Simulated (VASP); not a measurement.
**BN: band structure with AM05**

**The experiment to reproduce.**

A printed reference work, monograph reports, for a bulk crystal of BN at 300 K: band gap 6.4 eV (indirect).

The system is BN.

```
N B
1.0
     0.00000    1.81300    1.81300
     1.81300    0.00000    1.81300
     1.81300    1.81300    0.00000
N B
1 1
Direct
  0.25000 0.25000 0.25000
  0.00000 0.00000 0.00000
```

The cell is a database's computed one.

```json
{
  "Program": "VASP 6.6.1",
  "Task": "band structure",
  "Functional": "AM05",
  "Potentials or basis": "VASP PAW PBE potentials, release 64 (N, B)",
  "Cutoff": "520 eV",
  "k mesh": "13 × 13 × 13",
  "Occupations": "fermi-dirac, width 0.05 eV",
  "Spin": "no spin polarisation",
  "Further INCAR settings": "ALGO = Fast; EDIFF = 1e-06; NBANDS = 11"
}
```

The band gap on the k mesh is 4.36 eV, indirect (least direct gap 8.70 eV). The band gap along the path is 4.28 eV, indirect (least direct gap 8.70 eV).

Levels at the corners of the path, in eV from the valence-band top:
| point | band 1 | band 2 | band 3 | band 4 | band 5 | band 6 | band 7 | band 8 | band 9 |
| --- | --- | --- | --- | --- | --- | --- | --- | --- | --- |
| Γ | -20.12 | 0.00 | 0.00 | 0.00 | 8.70 | 8.70 | 8.70 | 10.20 | 24.44 |
| X | -14.52 | -8.90 | -4.90 | -4.90 | 4.28 | 9.07 | 17.73 | 17.73 | 20.50 |
| X | -14.52 | -8.90 | -4.90 | -4.90 | 4.28 | 9.07 | 17.73 | 17.73 | 20.50 |
| W | -14.20 | -7.55 | -6.98 | -6.53 | 9.40 | 13.16 | 14.30 | 14.53 | 19.05 |
| W | -14.20 | -7.55 | -6.98 | -6.53 | 9.40 | 13.16 | 14.30 | 14.53 | 19.05 |
| K | -14.43 | -8.10 | -7.69 | -4.07 | 6.73 | 12.70 | 15.65 | 16.51 | 18.44 |
| K | -14.43 | -8.10 | -7.69 | -4.07 | 6.73 | 12.70 | 15.65 | 16.51 | 18.44 |
| Γ | -20.12 | 0.00 | 0.00 | 0.00 | 8.70 | 8.70 | 8.70 | 10.20 | 24.44 |
| Γ | -20.12 | 0.00 | 0.00 | 0.00 | 8.70 | 8.70 | 8.70 | 10.20 | 24.44 |
| L | -15.89 | -10.69 | -1.94 | -1.94 | 10.03 | 10.56 | 10.56 | 15.00 | 23.11 |
| L | -15.89 | -10.69 | -1.94 | -1.94 | 10.03 | 10.56 | 10.56 | 15.00 | 23.11 |
| U | -14.43 | -8.10 | -7.69 | -4.07 | 6.73 | 12.70 | 15.65 | 16.51 | 18.44 |
| U | -14.43 | -8.10 | -7.69 | -4.07 | 6.73 | 12.70 | 15.65 | 16.51 | 18.44 |
| W | -14.20 | -7.55 | -6.98 | -6.53 | 9.40 | 13.16 | 14.30 | 14.53 | 19.05 |
| W | -14.20 | -7.55 | -6.98 | -6.53 | 9.40 | 13.16 | 14.30 | 14.53 | 19.05 |
| L | -15.89 | -10.69 | -1.94 | -1.94 | 10.03 | 10.56 | 10.56 | 15.00 | 23.11 |
| L | -15.89 | -10.69 | -1.94 | -1.94 | 10.03 | 10.56 | 10.56 | 15.00 | 23.11 |
| K | -14.43 | -8.10 | -7.69 | -4.07 | 6.73 | 12.70 | 15.65 | 16.51 | 18.44 |
| U | -14.43 | -8.10 | -7.69 | -4.07 | 6.73 | 12.70 | 15.65 | 16.51 | 18.44 |
| X | -14.52 | -8.90 | -4.90 | -4.90 | 4.28 | 9.07 | 17.73 | 17.73 | 20.50 |

Run time: 21 s on 1 thread of Intel(R) Xeon(R) Platinum 8259CL CPU @ 2.50GHz (Skylake/Cascade Lake) (shared host), peak memory 0.13 GiB.

A measured gap of BN is 6.4 eV (indirect; 300 K; a printed reference work, monograph); the calculated 4.28 eV misses it by -2.12 eV. The value is that of AM05, without temperature or zero-point motion. Semilocal functionals fall short of measured gaps as a rule. The cell is a database's relaxed one, not the measured one, which moves gaps too.

Caveat: the log is that of the step along the path at fixed density, whose energy, stress, charges and moments have no meaning.
